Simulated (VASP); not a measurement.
# Mg (P6_3/mmc) in VASP: a series of runs

The runs below take Mg through relaxation of shape and atoms at fixed volume, relaxation of cell and atoms, with PBE, LDA.

All numbers are computed with VASP 6.6.1; they aren't measurements. Logs are shortened: lines on timing, memory, paths and dates and some standing lists are left out, and cuts for length are marked.

## (1) The structure

The structure is hexagonal, space group P6_3/mmc (No. 194). Conventional cell: a = 3.209 Å, b = 3.209 Å, c = 5.210 Å, α = 90.00°, β = 90.00°, γ = 120.00°. Mg (site symmetry -6m2) is surrounded by 12 Mg at 3.20 to 3.21 Å.

## (2) Relaxation of shape and atoms at fixed volume, PBE (a relaxed cell with its volume scaled by 1.02)

Contents of INCAR:

```
PREC = Accurate
ENCUT = 300
EDIFF = 1E-7
ISMEAR = 1
SIGMA = 0.1
LREAL = F
LASPH = T
NELM = 80
ALGO = Fast
ISIF = 4
LWAVE = F
LCHARG = F
GGA = PE
IBRION = 2
NSW = 40
EDIFFG = -0.01
```

Contents of KPOINTS:

```
Automatic mesh
0
Gamma
  8 8 4
```

Contents of POSCAR:

```
Mg                                      
1.0
    3.2013127777      0.0000000000      0.0000000000
   -1.6006563889      2.7724181910      0.0000000000
    0.0000000000      0.0000000000      5.2459851977
  Mg            
     2
Direct
     0.3333333332999970    0.6666666667000030    0.2500000000000000
     0.6666666667000030    0.3333333332999970    0.7500000000000000
```

Potentials or basis: VASP PAW PBE potentials, release 64 (Mg).

The run is started by

```
cat potpaw_PBE.64/Mg/POTCAR > POTCAR
mpirun -np 1 vasp_std > vasp.out
```

OUTCAR:

```text
PREC = Accurate
   ENCUT = 300
   EDIFF = 1E-7
   ISMEAR = 1
   LREAL = F
   LASPH = T
   NELM = 80
   ISIF = 4
   GGA = PE
   IBRION = 2
   NSW = 40
   EDIFFG = -0.01

 ion  position               nearest neighbor table
   1  0.333  0.667  0.250-   2 3.21   2 3.21   2 3.21   2 3.21   2 3.21   2 3.21
   2  0.667  0.333  0.750-   1 3.21   1 3.21   1 3.21   1 3.21   1 3.21   1 3.21

  LATTYP: Found a hexagonal cell.
 ALAT       =     3.2013127777
 C/A-ratio  =     1.6386981098

  Lattice vectors:

 A1 = (   3.2013127777,   0.0000000000,   0.0000000000)
 A2 = (  -1.6006563889,   2.7724181910,   0.0000000000)
 A3 = (   0.0000000000,   0.0000000000,   5.2459851977)

Analysis of symmetry for initial positions (statically):
=====================================================================
 Subroutine PRICEL returns:
 Original cell was already a primitive cell.

 Routine SETGRP: Setting up the symmetry group for a
 hexagonal supercell.

 Subroutine GETGRP returns: Found 24 space group operations
 (whereof 12 operations were pure point group operations)
 out of a pool of 24 trial point group operations.

The static configuration has the point symmetry D_3d.
 The point group associated with its full space group is D_6h.

Analysis of symmetry for dynamics (positions and initial velocities):
=====================================================================
 Subroutine PRICEL returns:
 Original cell was already a primitive cell.

 Routine SETGRP: Setting up the symmetry group for a
 hexagonal supercell.

 Subroutine GETGRP returns: Found 24 space group operations
 (whereof 12 operations were pure point group operations)
 out of a pool of 24 trial point group operations.

The dynamic configuration has the point symmetry D_3d.
 The point group associated with its full space group is D_6h.

 Subroutine INISYM returns: Found 24 space group operations
 (whereof 12 operations are pure point group operations),
 and found     1 'primitive' translations

----------------------------------------------------------------------------------------

                                     Primitive cell

  volume of cell :      46.5601

  direct lattice vectors                    reciprocal lattice vectors
     3.201312778  0.000000000  0.000000000     0.312371852  0.180347973  0.000000000
    -1.600656389  2.772418191  0.000000000     0.000000000  0.360695945  0.000000000
     0.000000000  0.000000000  5.245985198     0.000000000  0.000000000  0.190621964

  length of vectors
     3.201312778  3.201312778  5.245985198     0.360695945  0.360695945  0.190621964

  position of ions in fractional coordinates (direct lattice)
     0.333333333  0.666666667  0.250000000
     0.666666667  0.333333333  0.750000000

  ion indices of the primitive-cell ions
   primitive index   ion index
                 1           1
                 2           2

----------------------------------------------------------------------------------------

 KPOINTS: Automatic mesh

Automatic generation of k-mesh.
 Grid dimensions read from file:
 generate k-points for:    8    8    4

 Generating k-lattice:

  Cartesian coordinates                     Fractional coordinates (reciprocal lattice)
     0.039046481  0.022543497  0.000000000     0.125000000  0.000000000  0.000000000
     0.000000000  0.045086993  0.000000000     0.000000000  0.125000000  0.000000000
     0.000000000  0.000000000  0.047655491     0.000000000  0.000000000  0.250000000

  Length of vectors
     0.045086993  0.045086993  0.047655491

  Shift w.r.t. Gamma in fractional coordinates (k-lattice)
     0.000000000  0.000000000  0.000000000

 Subroutine IBZKPT returns following result:
 ===========================================

 Found     30 irreducible k-points:

 Following reciprocal coordinates:
            Coordinates               Weight
  0.000000  0.000000  0.000000      1.000000
  0.125000  0.000000  0.000000      6.000000
  0.250000  0.000000  0.000000      6.000000
  0.375000  0.000000  0.000000      6.000000
  0.500000  0.000000  0.000000      3.000000
  0.125000  0.125000  0.000000      6.000000
[... 16 lines left out ...]
  0.250000  0.000000  0.500000      6.000000
  0.375000  0.000000  0.500000      6.000000
 [... further k-points ...]
   k-points           NKPTS =     30   k-points in BZ     NKDIM =     30   number of bands    NBANDS=      6
   number of dos      NEDOS =    301   number of ions     NIONS =      2
   total plane-waves  NPLWV =   9720
   dimension x,y,z NGX =    18 NGY =   18 NGZ =   30
   dimension x,y,z NGXF=    36 NGYF=   36 NGZF=   60
   ions per type =               2
   NGX,Y,Z   is equivalent  to a cutoff of   9.35,  9.35,  9.51 a.u.
   NGXF,Y,Z  is equivalent  to a cutoff of  18.69, 18.69, 19.01 a.u.
 SYSTEM =  unknown system
   PREC   = accura    normal or accurate (medium, high low for compatibility)
   ISTART =      0    job   : 0-new  1-cont  2-samecut
   ICHARG =      2    charge: 1-file 2-atom 10-const
   ISPIN  =      1    spin polarized calculation?
   LNONCOLLINEAR =      F non collinear calculations
   LSORBIT =      F    spin-orbit coupling
   LASPH  =      T    aspherical Exc in radial PAW
   ENCUT  =  300.0 eV  22.05 Ry    4.70 a.u.   4.52  4.52  7.41*2*pi/ulx,y,z
   NELM   =     80;   NELMIN=  2; NELMDL= -5     # of ELM steps
   EDIFF  = 0.1E-06   stopping-criterion for ELM
   LREAL  =      F    real-space projection
   EDIFFG = -.1E-01   stopping-criterion for IOM
   NSW    =     40    number of steps for IOM
   IBRION =      2    ionic relax: 0-MD 1-quasi-New 2-CG
   NFREE  =      1    steps in history (QN), initial steepest desc. (CG)
   ISIF   =      4    stress and relaxation
   ISYM   =      2    0-nonsym 1-usesym 2-fastsym
   POTIM  = 0.5000    time-step for ionic-motion
   TEBEG  =    0.0;   TEEND  =   0.0 temperature during run
   PSTRESS=    0.0 pullay stress
   NELECT =       4.0000    total number of electrons
   NUPDOWN=      -1.0000    fix difference up-down
   EMIN   =  10.00;   EMAX   =-10.00  energy-range for DOS
   EFERMI =   0.00;   METHOD = LEGACY
   ISMEAR =     1;   SIGMA  =   0.10  broadening in eV -4-tet -1-fermi 0-gaus
   EFERMI_NEDOS =   21; number of points for ismear=-14 and -15
   IALGO  =     68    algorithm
   IMIX   =      4    mixing-type and parameters
     AMIX     =   0.40;   BMIX     =  1.00
     AMIX_MAG =   1.60;   BMIX_MAG =  1.00
  volume/ion in A,a.u.               =      23.28       157.10
  Fermi-wavevector in a.u.,A,eV,Ry     =   0.722365  1.365072  7.099678  0.521812
  Thomas-Fermi vector in A             =   1.812309
   LORBIT       =      0    0 simple, 1 ext, 2 COOP (PROOUT), +10 PAW based schemes
   GGA     = PE    functional components
   LHFCALC =     F    Hartree Fock is set to
   AEXX    =    0.0000 exact exchange contribution
   IVDW    =     0    specifies the selected vdW correction
   LEPSILON=     F    determine dielectric tensor
   LRPA    =     F    only Hartree local field effects (RPA)
 conjugate gradient relaxation of ions
 non-spin polarized calculation
 RMM-DIIS sequential band-by-band and
 Methfessel and Paxton  Order N= 1 SIGMA  =   0.10
  energy-cutoff  :      300.00
  volume of cell :       46.56
 maximum number of plane-waves:       567
   NGX =  9   NGY =  9   NGZ = 15

 number of electron       4.0000000 magnetization

 Free energy of the ion-electron system (eV)
  ---------------------------------------------------
  ext. energy  EPLUGINS =         0.00000000
  ---------------------------------------------------
  free energy    TOTEN  =        -3.03284769 eV

  energy without entropy =       -3.03299234  energy(sigma->0) =       -3.03289591

 E-fermi :   2.4291     XC(G=0):  -8.4473

 val. band max:        2.3964352685   @ k =   0.2500   0.0000   0.0000
 cond. band min:       2.7677135469   @ k =   0.3750   0.1250   0.2500
 fundamental gap:      0.3712782785
 Fermi energy:         2.4291219631

 k-point     1 :       0.0000    0.0000    0.0000
  band No.  band energies     occupation
      1      -4.3097      2.00000
      2       0.8529      2.00000
      3       1.2368      2.00000
      4      13.5194      0.00000
      5      13.5266      0.00000
      6      13.6276      0.00000

 k-point     2 :       0.1250    0.0000    0.0000
  band No.  band energies     occupation
      1      -4.0033      2.00000
      2       1.1338      2.00000
      3       1.5346      2.00000
      4       9.9645      0.00000
      5      11.7725      0.00000
      6      12.5093      0.00000

 k-point     3 :       0.2500    0.0000    0.0000
  band No.  band energies     occupation
      1      -3.0901      2.00000
      2       1.9773      2.00000
      3       2.3964      1.52183
      4       6.3892      0.00000
      5      10.4855      0.00000
      6      10.5595      0.00000

 k-point     4 :       0.3750    0.0000    0.0000
  band No.  band energies     occupation
      1      -1.5872      2.00000
      2       2.8697     -0.00000
      3       3.3849     -0.00000
      4       4.2259     -0.00000
      5       7.9321      0.00000
      6       8.2589      0.00000

 k-point     5 :       0.5000    0.0000    0.0000
  band No.  band energies     occupation
      1       0.4671      2.00000
      2       0.4763      2.00000
      3       5.1899      0.00000
      4       5.5570      0.00000
      5       5.7412      0.00000
      6       6.1796      0.00000
[... 136 lines left out ...]
 k-point    21 :       0.0000    0.0000    0.5000
  band No.  band energies     occupation
      1      -2.9476      2.00000
      2      -2.9476      2.00000
      3       7.4147      0.00000
      4       7.4147      0.00000
      5      14.2559      0.00000
      6      14.2559      0.00000

 k-point    22 :       0.1250    0.0000    0.5000
  band No.  band energies     occupation
      1      -2.6455      2.00000
      2      -2.6455      2.00000
      3       7.6567      0.00000
      4       7.6567      0.00000
      5      11.1679      0.00000
      6      11.1679      0.00000

 k-point    23 :       0.2500    0.0000    0.5000
  band No.  band energies     occupation
      1      -1.7450      2.00000
      2      -1.7450      2.00000
      3       7.3509      0.00000
      4       7.3509      0.00000
      5       8.7161      0.00000
      6       8.7161      0.00000

 k-point    24 :       0.3750    0.0000    0.5000
  band No.  band energies     occupation
      1      -0.2663      2.00000
      2      -0.2663      2.00000
      3       4.4112     -0.00000
      4       4.4112     -0.00000
      5       9.7369      0.00000
      6       9.7369      0.00000

 [... further k-points ...]
[... 5 lines left out ...]
  --------------------------------------------------------------------------------------
  -------------------------------------------------------------------------------------
  Total       -0.2011004     -0.2011004     -0.2186673      0.0000000      0.0000000      0.0000000
  in kB       -6.9200559     -6.9200559     -7.5245503      0.0000000      0.0000000      0.0000000
  external PRESSURE =      -7.1215540 kB  Pullay stress =       0.0000000 kB

 VOLUME and BASIS-vectors are now :
 -----------------------------------------------------------------------------
  energy-cutoff  :      300.00
  volume of cell :       46.56
      direct lattice vectors                 reciprocal lattice vectors
     3.201312778  0.000000000  0.000000000     0.312371852  0.180347973  0.000000000
    -1.600656389  2.772418191  0.000000000     0.000000000  0.360695945  0.000000000
     0.000000000  0.000000000  5.245985198     0.000000000  0.000000000  0.190621964

 POSITION                                       TOTAL-FORCE (eV/Angst)
 -----------------------------------------------------------------------------------
     -0.00000      1.84828      1.31150        -0.000000      0.000000      0.000000
      1.60066      0.92414      3.93449         0.000000     -0.000000      0.000000
 -----------------------------------------------------------------------------------
    total drift:                                0.000000     -0.000000      0.000000

  FREE ENERGIE OF THE ION-ELECTRON SYSTEM (eV)
  ---------------------------------------------------
  free  energy   TOTEN  =        -3.0328476866 eV

  energy  without entropy=       -3.0329923428  energy(sigma->0) =       -3.03289591

 reached required accuracy - stopping structural energy minimisation
```

Wall time 4.1 s (1 thread of AMD EPYC 7R13 (Zen 3), shared host); peak memory 0.09 GiB.

What came out:

```yaml
Free_energy: -3.0328 eV
Pressure_after_relaxing: -0.7 GPa
Band_gap_on_the_k_mesh: none (metal or under the smearing width)
```

Final structure:
```
Mg
1.0
     3.20131    0.00000    0.00000
    -1.60066    2.77242    0.00000
     0.00000    0.00000    5.24599
Mg
2
Direct
  0.33333 0.66667 0.25000
  0.66667 0.33333 0.75000
```

Caveat: the relaxation stopped at its first step, so nothing moved.

## (3) Relaxation of shape and atoms at fixed volume, PBE (a relaxed cell with its volume scaled by 1.04)

INCAR is that of step 2.

KPOINTS is that of step 2.

Contents of POSCAR:

```
Mg                                      
1.0
    3.2221011055      0.0000000000      0.0000000000
   -1.6110505528      2.7904214110      0.0000000000
    0.0000000000      0.0000000000      5.2800509912
  Mg            
     2
Direct
     0.3333333332999970    0.6666666667000030    0.2500000000000000
     0.6666666667000030    0.3333333332999970    0.7500000000000000
```

Potentials or basis: VASP PAW PBE potentials, release 64 (Mg).

The run is started by

```
cat potpaw_PBE.64/Mg/POTCAR > POTCAR
mpirun -np 1 vasp_std > vasp.out
```

It took 4.5 s on 1 thread of AMD EPYC 7R13 (Zen 3), shared host; peak memory 0.09 GiB.

It converged, with:

```
Free energy             : -3.0270 eV
Pressure after relaxing : -1.4 GPa
Band gap on the k mesh  : none (metal or under the smearing width)
```

Final structure:
```cif
data_structure
_symmetry_space_group_name_H-M 'P 1'
_symmetry_Int_Tables_number 1
_cell_length_a 3.2221
_cell_length_b 3.2221
_cell_length_c 5.2801
_cell_angle_alpha 90.000
_cell_angle_beta 90.000
_cell_angle_gamma 120.000
_cell_volume 47.47
loop_
_atom_site_label
_atom_site_type_symbol
_atom_site_fract_x
_atom_site_fract_y
_atom_site_fract_z
_atom_site_occupancy
Mg1 Mg 0.33333 0.66667 0.25000 1
Mg2 Mg 0.66667 0.33333 0.75000 1
```

Levels at points of the mesh, in eV from the Fermi level:
| k point | band 1 | band 2 | band 3 | band 4 | band 5 |
| --- | --- | --- | --- | --- | --- |
| (0.00, 0.00, 0.00) | -6.65 | -1.53 | -1.18 | 10.99 | 10.99 |
| (0.50, 0.00, 0.00) | -1.93 | -1.92 | 2.74 | 3.13 | 3.27 |
| (0.00, 0.00, 0.50) | -5.30 | -5.30 | 4.94 | 4.94 | 11.72 |
| (0.50, 0.00, 0.50) | -0.91 | -0.91 | -0.30 | -0.30 | 8.08 |

Caveat: the relaxation stopped at its first step, so nothing moved.

## (4) Relaxation of shape and atoms at fixed volume, PBE (a relaxed cell with its volume scaled by 1.06)

INCAR is that of step 3.

KPOINTS is that of step 3.

Contents of POSCAR:

```
Mg                                      
1.0
    3.2426245959      0.0000000000      0.0000000000
   -1.6213122980      2.8081952750      0.0000000000
    0.0000000000      0.0000000000      5.3136827960
  Mg            
     2
Direct
     0.3333333332999970    0.6666666667000030    0.2500000000000000
     0.6666666667000030    0.3333333332999970    0.7500000000000000
```

The run is started by

```
cat potpaw_PBE.64/Mg/POTCAR > POTCAR
mpirun -np 1 vasp_std > vasp.out
```

It took 4.5 s on 1 thread of AMD EPYC 7R13 (Zen 3), shared host; peak memory 0.09 GiB.

The run converged. Its results:

* Free energy: -3.0176 eV
* Pressure after relaxing: -1.9 GPa
* Band gap on the k mesh: none (metal or under the smearing width)

Final structure:
```
Mg
1.0
     3.24262    0.00000    0.00000
    -1.62131    2.80820    0.00000
     0.00000    0.00000    5.31368
Mg
2
Direct
  0.33333 0.66667 0.25000
  0.66667 0.33333 0.75000
```

Levels at points of the mesh, in eV from the Fermi level:
| k point | band 1 | band 2 | band 3 | band 4 | band 5 |
| --- | --- | --- | --- | --- | --- |
| (0.00, 0.00, 0.00) | -6.56 | -1.50 | -1.18 | 10.88 | 10.89 |
| (0.50, 0.00, 0.00) | -1.91 | -1.88 | 2.72 | 3.13 | 3.22 |
| (0.00, 0.00, 0.50) | -5.23 | -5.23 | 4.89 | 4.89 | 11.61 |
| (0.50, 0.00, 0.50) | -0.89 | -0.89 | -0.30 | -0.30 | 7.98 |

Caveat: the relaxation stopped at its first step, so nothing moved.

## (5) Relaxation of cell and atoms, LDA

Contents of INCAR:

```
SYSTEM = Mg
  ALGO = Normal
  EDIFF = 1E-6
  EDIFFG = -0.01
  ENCUT = 600
  GGA = CA
  IBRION = 2
  ISIF = 3
  ISMEAR = 1
  LASPH = .TRUE.
  LCHARG = .FALSE.
  LREAL = .FALSE.
  LWAVE = .FALSE.
  NELM = 80
  NSW = 90
  PREC = Accurate
  SIGMA = 0.1
```

Contents of KPOINTS:

```
k-points
0
G
  15 15 7
  0 0 0
```

Contents of POSCAR:

```
Mg
1.0
    3.2093000000      0.0000000000      0.0000000000
   -1.6046500000      2.7793353284      0.0000000000
    0.0000000000      0.0000000000      5.2103000000
Mg
2
Direct
    0.3333333333      0.6666666667      0.2500000000
    0.6666666667      0.3333333333      0.7500000000
```

Potentials or basis: VASP PAW LDA potentials, release 64 (Mg).

The run is started by

```
cat potpaw_LDA.64/Mg/POTCAR > POTCAR
mpirun -np 1 vasp_std > vasp.out
```

Wall time 51 s (1 thread of Intel Xeon Platinum 8375C at 2.90GHz (Ice Lake), shared host); peak memory 0.19 GiB.

It converged, with:

* Free energy: -3.6245 eV
* Relaxed volume: 21.45 Å³/atom
* Relaxed cell: a = 3.145 Å, b = 3.145 Å, c = 5.008 Å, α = 90.00°, β = 90.00°, γ = 120.00°
* Space group after relaxing (to 0.05 Å): P6_3/mmc (No. 194)
* Energy gained by relaxing: 17.6 meV/atom
* Ionic steps: 6
* Pressure after relaxing: 0.0 GPa
* Band gap on the k mesh: none (metal or under the smearing width)

The path:
| step | energy change (eV) | largest force (eV/Å) | pressure (GPa) | volume (Å³) |
| --- | --- | --- | --- | --- |
| 1 | 0.0000 | 0.0000 | -2.80 | 46.47 |
| 2 | -0.0325 | 0.0000 | -0.82 | 43.79 |
| 3 | -0.0350 | 0.0000 | -0.02 | 42.91 |
| 4 | -0.0350 | 0.0000 | 0.04 | 42.84 |
| 5 | -0.0351 | 0.0000 | 0.03 | 42.85 |
| 6 | -0.0352 | 0.0000 | -0.02 | 42.91 |

Final structure:
```yaml
crystal:
  lattice:
    - [3.14524, 0.00000, 0.00000]
    - [-1.57262, 2.72386, 0.00000]
    - [0.00000, 0.00000, 5.00841]
  atoms:
    - { symbol: Mg, position: [0.33333, 0.66667, 0.25000] }
    - { symbol: Mg, position: [0.66667, 0.33333, 0.75000] }
```

Levels at points of the mesh, in eV from the Fermi level:
```
           k point  band 1  band 2  band 3  band 4  band 5  band 6
(0.00, 0.00, 0.00)   -7.17   -1.61   -1.04   11.13   11.13   11.26
```

LDA usually gives volumes a few per cent too small. Zero-point motion and thermal expansion aren't in these numbers.

## (6) The runs side by side

| task | level | potentials or basis | cell | k mesh | cutoff (eV) | gap on the mesh (eV) | pressure (GPa) |
| --- | --- | --- | --- | --- | --- | --- | --- |
| relaxation of shape and atoms at fixed volume | PBE | VASP PAW PBE potentials, release 64 (Mg) | atoms relaxed at fixed volume from: a relaxed cell with its volume scaled by 1.02 | 8 × 8 × 4 | 300 | none | -0.7 |
| relaxation of shape and atoms at fixed volume | PBE | VASP PAW PBE potentials, release 64 (Mg) | atoms relaxed at fixed volume from: a relaxed cell with its volume scaled by 1.04 | 8 × 8 × 4 | 300 | none | -1.4 |
| relaxation of shape and atoms at fixed volume | PBE | VASP PAW PBE potentials, release 64 (Mg) | atoms relaxed at fixed volume from: a relaxed cell with its volume scaled by 1.06 | 8 × 8 × 4 | 300 | none | -1.9 |
| relaxation of cell and atoms | LDA | VASP PAW LDA potentials, release 64 (Mg) | relaxed | 15 × 15 × 7 | 600 | none | 0.0 |

Alike in all rows: no spin polarisation; smearing methfessel-paxton 0.1 eV.

Caveats: the relaxation stopped at its first step, so nothing moved (some runs).

Absolute energies hang on the potentials; compare differences alone.
